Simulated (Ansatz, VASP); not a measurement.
**Two plane-wave programs on BN**

Contents of INCAR:

```
PREC = Accurate
ENCUT = 520
EDIFF = 1E-7
ISMEAR = 0
SIGMA = 0.05
LREAL = F
LASPH = T
NELM = 100
ALGO = Normal
ISIF = 2
LWAVE = F
LCHARG = F
GGA = PE
NBANDS = 11
```

KPOINTS

```
Automatic mesh
0
Gamma
  12 12 12
```

The input POSCAR:

```
BN
1.0
    0.0000000000      2.0941602155      1.7457154180
    1.7457154180      0.0000000000      1.7457154180
    1.7457154180      2.0941602155      0.0000000000
B N
1 1
Direct
    0.0000000000      0.0000000000      0.0000000000
    0.7500000000      0.7500000000      0.7500000000
```

Input for Ansatz:

```yaml
crystal:
  lattice:
    - [0.0, 2.0941602155, 1.745715418]
    - [1.745715418, 0.0, 1.745715418]
    - [1.745715418, 2.0941602155, 0.0]
  atoms:
    - { symbol: B, position: [0.0, 0.0, 0.0] }
    - { symbol: "N", position: [0.75, 0.75, 0.75] }
basis:
  ecutwfc: 520.0
kpoints:
  mp_grid: { grid: [12, 12, 12] }
hamiltonian:
  xc: pbe
scf:
  occupations: { method: gaussian, width: 0.05 }
output:
  forces: true
  stress: true
  eigenvalues: true
```

Alike in both runs: task single point; functional PBE; k mesh 12 × 12 × 12; occupations gaussian, width 0.05 eV; no spin polarisation.

|  | VASP | Ansatz |
| --- | --- | --- |
| version | VASP 6.6.1 | Ansatz 0.2.0 |
| potentials or method | VASP PAW PBE potentials, release 64 (B, N) | scalar-relativistic, plane waves, PAW |
| plane-wave cutoff (eV) | 520 | 520 |
| valence electrons in the cell | 8 | 8 |

```tsv
	VASP	Ansatz	Ansatz less VASP
gap on the k mesh at the Fermi level (eV)	2.79	2.80	+0.009
least direct gap on the mesh (eV)	6.55	6.56	+0.007
pressure (GPa)	-22.0	-22.0	-0.03
largest component of the traceless stress (GPa)	85.60	85.54	-0.060
```

The functional is the same, so the differences come from potentials, cutoffs and numerics.

Caveats: so large a pressure means that the cell lies far from this level's equilibrium, or that cutoff or potentials fall short (VASP). A k mesh can miss the band edges.
